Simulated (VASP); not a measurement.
Level of theory: r2SCAN meta-GGA, VASP's PBE PAW potentials (set 64) (plane waves; VASP).

A VASP calculation is set up with these files.

### KPOINTS_OPT
```
k-points along high-symmetry lines
6
Line-mode
Reciprocal
  0.000000   0.000000   0.000000 ! GAMMA
 -0.000000   0.500000   0.000000 ! M

 -0.000000   0.500000   0.000000 ! M
 -0.333333   0.666667   0.000000 ! K

 -0.333333   0.666667   0.000000 ! K
  0.000000   0.000000   0.000000 ! GAMMA

  0.000000   0.000000   0.000000 ! GAMMA
  0.000000   0.000000   0.500000 ! A

  0.000000   0.000000   0.500000 ! A
 -0.000000   0.500000   0.500000 ! L

 -0.000000   0.500000   0.500000 ! L
 -0.333333   0.666667   0.500000 ! H

 -0.333333   0.666667   0.500000 ! H
  0.000000   0.000000   0.500000 ! A

 -0.000000   0.500000   0.500000 ! L
 -0.000000   0.500000   0.000000 ! M

 -0.333333   0.666667   0.500000 ! H
 -0.333333   0.666667   0.000000 ! K
```

KPOINTS:
```
Regular mesh
0
G
  8 8 7
0 0 0
```

File POSCAR:
```
Li3N
1
    1.8070203436    -3.1298513136     0.0000000000
    1.8070203436     3.1298513136    -0.0000000000
    0.0000000000     0.0000000000     3.8548506515
Li N
3 1
Direct
  0.3333330000   0.6666670000   0.0000000000
  0.6666670000   0.3333330000   0.0000000000
  1.0000000000   0.0000000000   0.5000000000
  1.0000000000   0.0000000000   0.0000000000
```

### INCAR
```
# general
SYSTEM =Li3N
PREC   =Accurate
ENCUT  =520
LREAL  =.FALSE.
LASPH  =.TRUE.

# electronic loop
EDIFF  =1E-7
NELM   =100   # most electronic steps
ALGO   =Normal
LMIXTAU=.TRUE.

# smearing
ISMEAR =-5   # tetrahedra, Bloechl

# functional
METAGGA=R2SCAN

# ions
ISIF   =2   # forces and stress, cell fixed

# output
LWAVE  =.FALSE.
LCHARG =.FALSE.
LORBIT =11   # lm-projected
NEDOS  =601

# other
LEFG   =.TRUE.
```

POTCAR, in this order: Li_sv N (PBE.64 set). Program: vasp_std.

Output

OSZICAR:
```
       N       E                     dE             d eps       ncg     rms          rms(c)
DAV:   1     0.571677488635E+02    0.57168E+02   -0.70786E+03   880   0.140E+03
DAV:   2    -0.159740964122E+02   -0.73142E+02   -0.68859E+02  1222   0.270E+02
DAV:   3    -0.244415980805E+02   -0.84675E+01   -0.84216E+01  1288   0.828E+01
DAV:   4    -0.253397330170E+02   -0.89813E+00   -0.89714E+00  1432   0.216E+01
DAV:   5    -0.253522710308E+02   -0.12538E-01   -0.12537E-01  1161   0.334E+00    0.911E+00
DAV:   6    -0.187198300582E+02    0.66324E+01   -0.16833E+01  1059   0.212E+01    0.361E+00
DAV:   7    -0.176743810124E+02    0.10454E+01   -0.10711E+00  1253   0.778E+00    0.200E+00
DAV:   8    -0.192590785514E+02   -0.15847E+01   -0.48805E-01   972   0.692E+00    0.888E-01
DAV:   9    -0.181781013038E+02    0.10810E+01   -0.38499E-01   913   0.750E+00    0.623E-01
DAV:  10    -0.181799745138E+02   -0.18732E-02   -0.49967E-02  1167   0.238E+00    0.474E-01
DAV:  11    -0.181794753749E+02    0.49914E-03   -0.27131E-02   931   0.211E+00    0.349E-01
DAV:  12    -0.182116166827E+02   -0.32141E-01   -0.98313E-02   898   0.239E+00    0.222E-01
DAV:  13    -0.182144457615E+02   -0.28291E-02   -0.92182E-03  1073   0.691E-01    0.784E-02
DAV:  14    -0.182136861783E+02    0.75958E-03   -0.98957E-04   993   0.365E-01    0.795E-02
DAV:  15    -0.182148058772E+02   -0.11197E-02   -0.10034E-03   969   0.326E-01    0.527E-02
DAV:  16    -0.182149590740E+02   -0.15320E-03   -0.40873E-04   937   0.156E-01    0.111E-02
DAV:  17    -0.182149514404E+02    0.76335E-05   -0.13581E-04  1181   0.821E-02    0.230E-02
DAV:  18    -0.182149557695E+02   -0.43291E-05   -0.58463E-05   995   0.553E-02    0.880E-03
DAV:  19    -0.182149450594E+02    0.10710E-04   -0.75754E-06   934   0.313E-02    0.579E-03
DAV:  20    -0.182149539747E+02   -0.89153E-05   -0.37798E-06   967   0.169E-02    0.251E-03
DAV:  21    -0.182149479812E+02    0.59935E-05   -0.11754E-06  1011   0.135E-02    0.946E-04
DAV:  22    -0.182149496709E+02   -0.16897E-05   -0.18398E-07  1019   0.416E-03    0.673E-04
DAV:  23    -0.182149491588E+02    0.51214E-06   -0.21894E-08   524   0.211E-03    0.505E-04
DAV:  24    -0.182149494717E+02   -0.31294E-06   -0.49333E-08   548   0.245E-03    0.199E-04
DAV:  25    -0.182149490251E+02    0.44658E-06   -0.78648E-09   503   0.108E-03    0.134E-04
DAV:  26    -0.182149490295E+02   -0.44126E-08   -0.22029E-09   503   0.569E-04
   1 F= -.18214949E+02 E0= -.18214949E+02  d E =0.000000E+00
       N       E                     dE             ncg
       N       E                     dE             ncg
```

OUTCAR:
```
------------------------ aborting loop because EDIFF is reached ----------------------------------------
  FORCE on cell =-STRESS in cart. coord.  units (eV):
  Direction    XX          YY          ZZ          XY          YZ          ZX
  --------------------------------------------------------------------------------------
  Total        0.0103887      0.0103887      0.0727285      0.0000000      0.0000000      0.0000000
  in kB        0.3817208      0.3817209      2.6723356      0.0000000      0.0000000      0.0000000
  external PRESSURE =       1.1452591 kB  Pullay stress =       0.0000000 kB
  volume of cell :       43.60
      direct lattice vectors                 reciprocal lattice vectors
     1.807020344 -3.129851314  0.000000000     0.276698600 -0.159751998  0.000000000
     1.807020344  3.129851314  0.000000000     0.276698600  0.159751998  0.000000000
     0.000000000  0.000000000  3.854850652     0.000000000  0.000000000  0.259413422
 POSITION                                       TOTAL-FORCE (eV/Angst)
 -----------------------------------------------------------------------------------
      1.80702      1.04329      0.00000         0.000000      0.000000      0.000000
      1.80702     -1.04329      0.00000        -0.000000     -0.000000      0.000000
      0.00000      0.00000      1.92743        -0.000000      0.000000      0.000000
      0.00000      0.00000      0.00000        -0.000000      0.000000      0.000000
 -----------------------------------------------------------------------------------
    total drift:                                0.000000     -0.000000      0.000000
  FREE ENERGIE OF THE ION-ELECTRON SYSTEM (eV)
  ---------------------------------------------------
  free  energy   TOTEN  =       -18.2149490295 eV

  energy  without entropy=      -18.2149490295  energy(sigma->0) =      -18.21494903

 total charge

# of ion       s       p       d       tot
------------------------------------------
    1        2.038   0.038   0.000   2.076
    2        2.038   0.038   0.000   2.076
    3        2.039   0.035   0.000   2.074
    4        1.229   2.426   0.000   3.655
--------------------------------------------------
tot          7.343   2.538   0.000   9.881

 Electric field gradients after diagonalization (V/A^2)
 (convention: |V_zz| > |V_xx| > |V_yy|)
----------------------------------------------------------------------
 ion       V_xx      V_yy      V_zz     asymmetry (V_yy - V_xx)/ V_zz
----------------------------------------------------------------------
   1      -0.882    -0.874     1.756       0.004
   2      -0.882    -0.874     1.756       0.004
   3       1.933     1.931    -3.864       0.000
   4      -6.468    -6.466    12.934       0.000
```
(Selected blocks of OUTCAR.)

**OUTCAR**
```
 val. band max:        1.2589804743   @ k =   0.0000   0.0000   0.4286

 cond. band min:       2.8140970760   @ k =   0.0000   0.0000   0.0000


 Fermi energy:         1.3292023155

 k-point     1 :       0.0000    0.0000    0.0000
  band No.  band energies     occupation
      1     -44.7632      2.00000
      2     -44.4141      2.00000
      3     -44.2839      2.00000
      4     -10.9514      2.00000
      5      -0.3399      2.00000
      6       1.0566      2.00000
      7       1.0566      2.00000
      8       2.8141      0.00000
      9       9.4220      0.00000
     10       9.4221      0.00000
     11      10.4410      0.00000

 k-point     2 :       0.1250    0.0000    0.0000
  band No.  band energies     occupation
      1     -44.7510      2.00000
      2     -44.4256      2.00000
      3     -44.2840      2.00000
      4     -10.9391      2.00000
      5      -0.2305      2.00000
      6       0.5505      2.00000
      7       0.8747      2.00000
      8       3.3107      0.00000
      9       9.4352      0.00000
     10       9.8758      0.00000
     11      10.2172      0.00000

 k-point     3 :       0.2500    0.0000    0.0000
  band No.  band energies     occupation
      1     -44.7173      2.00000
      2     -44.4577      2.00000
      3     -44.2842      2.00000
      4     -10.9094      2.00000
      5      -0.2388      2.00000
      6       0.0534      2.00000
      7       0.4871      2.00000
      8       4.2062      0.00000
      9       8.9555      0.00000
     10       9.6780      0.00000
     11      10.8519      0.00000

 k-point     4 :       0.3750   -0.0000    0.0000
  band No.  band energies     occupation
      1     -44.6716      2.00000
      2     -44.5015      2.00000
      3     -44.2844      2.00000
      4     -10.8800      2.00000
      5      -0.8084      2.00000
      6       0.1528      2.00000
      7       0.3726      2.00000
      8       5.2514      0.00000
      9       7.7862      0.00000
...
```

The compound is Li3N in the alpha structure. It was relaxed first.
